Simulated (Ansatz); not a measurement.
# Convergence of LiH

```yaml
crystal:
  lattice:
    - [0.00000, 2.03250, 2.03250]
    - [2.03250, 0.00000, 2.03250]
    - [2.03250, 2.03250, 0.00000]
  atoms:
    - { symbol: Li, position: [0.00000, 0.00000, 0.00000] }
    - { symbol: H, position: [0.50000, 0.50000, 0.50000] }
```

Atoms are numbered in the order listed.

Conventional cell: a = 4.065 Å, b = 4.065 Å, c = 4.065 Å, α = 90.00°, β = 90.00°, γ = 90.00°. Around Li (atom 1) lie 6 H at 2.03 Å. H (atom 2) is surrounded by 6 Li at 2.03 Å.

The cell is COD entry 1010896, as deposited and not checked against the literature; nothing was relaxed. It differs from other determinations.

Computed with Ansatz 0.2.0, DFT, PBE, PAW with Ansatz's default frozen-core files, scalar-relativistic.

Sampling and basis: a Γ-centred 11×11×11 k mesh, Fermi–Dirac smearing of 0.03 eV, cutoff 420 eV, no spin polarisation. One setting is then changed at a time.

```tsv
k mesh	free energy less the base's (meV/atom)	P (GPa)	gap on the mesh (eV)
11×11×11 (base)	0.0	-1.46	3.203
3×3×3	-17.2	?	6.031
6×6×6	0.5	-1.43	3.014
8×8×8	0.0	-1.46	3.015
15×15×15	0.0	-1.46	?
```

What belongs in the row "15×15×15", column "gap on the mesh (eV)"?

3.115.

What belongs in the row "3×3×3", column "P (GPa)"?

-1.81.
